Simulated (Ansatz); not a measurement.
AgCl (CsCl type), relaxed with r2SCAN in Ansatz. The symmetry is Pm-3m (No. 221, cubic); conventional cell a = 3.396 Å, 19.58 Å³ an atom. Ag has 8 Cl at 2.94 Å; Cl has 8 Ag at 2.94 Å.

The axes x, y and z are those of this cell:
```
Ag Cl
1.0
     3.39559    0.00000    0.00000
     0.00000    3.39559    0.00000
     0.00000    0.00000    3.39559
Ag Cl
1 1
Direct
  0.00000 0.00000 0.00000
  0.50000 0.50000 0.50000
```

Unstrained: The PBE gap is indirect, 0.585 eV (X to Γ), below the direct gap of 2.195 eV at Γ. With r2SCAN the valence top lies at X and the conduction bottom at Γ, 1.227 eV higher; the smallest vertical gap, at Γ, is 2.876 eV. HSE06 gives an indirect gap of 2.010 eV, from X to Γ; the least direct gap is 3.576 eV at Γ. Meshes: PBE 8×8×8, r2SCAN 8×8×8, HSE06 6×6×6. Strains are changes of length per length. After each strain the atoms were relaxed again with r2SCAN within the symmetry that the strain leaves, so tilts or polar shifts that break it weren't tested; points keep the names that they have in the unstrained zone. All values are calculated for a non-magnetic cell, which may be hypothetical.

(1) One strain changed the r2SCAN stress by xx -5.90, yy -5.90, zz -5.90 GPa (compression positive) and the gap by -0.012 eV (PBE), -0.060 eV (r2SCAN), -0.043 eV (HSE06). Which kind of strain was it, and roughly how large?

(2) Apply epitaxial -0.35 % in the plane normal to [111], free normal strain +0.95 %. How far does the gap move, against the unstrained cell?

(3) Apply uniaxial -0.34 % along [111], other directions held. How far does the gap move, against the unstrained cell?

Answers

(1) Isotropic +5.36 % on every length. The pattern of the stress gives the kind; the size needs the stiffness, so it is an estimate.

(2) PBE: the gap goes from 0.585 to 0.557 eV (-0.028 eV). r2SCAN: the gap goes from 1.227 to 1.198 eV (-0.029 eV). HSE06: the gap goes from 2.010 to 1.982 eV (-0.028 eV). The r2SCAN energy rises by -0.1 meV an atom.

(3) PBE: the gap goes from 0.585 to 0.579 eV (-0.006 eV). r2SCAN: the gap goes from 1.227 to 1.222 eV (-0.005 eV). HSE06: the gap goes from 2.010 to 2.004 eV (-0.006 eV). The r2SCAN energy rises by 0.0 meV an atom.

Spin-orbit coupling is left out.

The meshes of the hybrids are coarse, so their gaps aren't converged to the digits shown.
